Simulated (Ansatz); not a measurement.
Kick test of a cell of In₃GaAs₄

It was reached by relaxing an invented guess, and it needn't be the stable form of this composition.

Theory: DFT PBE, scalar-relativistic, plane waves, PAW (Ansatz). Plane waves to 420 eV, a k mesh through Γ of 12×12×4 on the computed 8-atom cell and Gaussian smearing (0.10 eV); no spin polarisation.

The cell below (8 atoms, space group P3m1 (No. 156)) is relaxed within its symmetry.

```
In Ga As
1.0
     4.28798    0.00000    0.00000
    -2.14399    3.71350    0.00000
     0.00000    0.00000   14.13593
In Ga As
3 1 4
Direct
  0.33333 0.66667 0.00016
  0.66667 0.33333 0.25633
  0.66667 0.33333 0.74414
  0.33333 0.66667 0.50037
  0.33333 0.66667 0.18944
  0.33333 0.66667 0.67747
  0.66667 0.33333 0.44665
  0.66667 0.33333 0.93345
```

For the test it was strained at random (σ = 1.5 % a component), the atoms were moved at random (σ = 0.10 Å), and all was relaxed again on a coarse 6×6×2 mesh (in the run’s order of axes) with 0.20 eV smearing, with no symmetry imposed.

Question: What happens?

Answer: It returns, within 1 meV/atom of the unmoved cell on that mesh and with the same symmetry when read at 0.1 Å (Cm at 0.01 Å, so small strains and shifts remain). No instability shows in this cell; modes of other wave vectors, which need another repeat, aren't tested. Another cell of In3GaAs4 relaxed alike, in P-4m2, lies 16 meV/atom lower, so this cell isn't the stable form at this level.
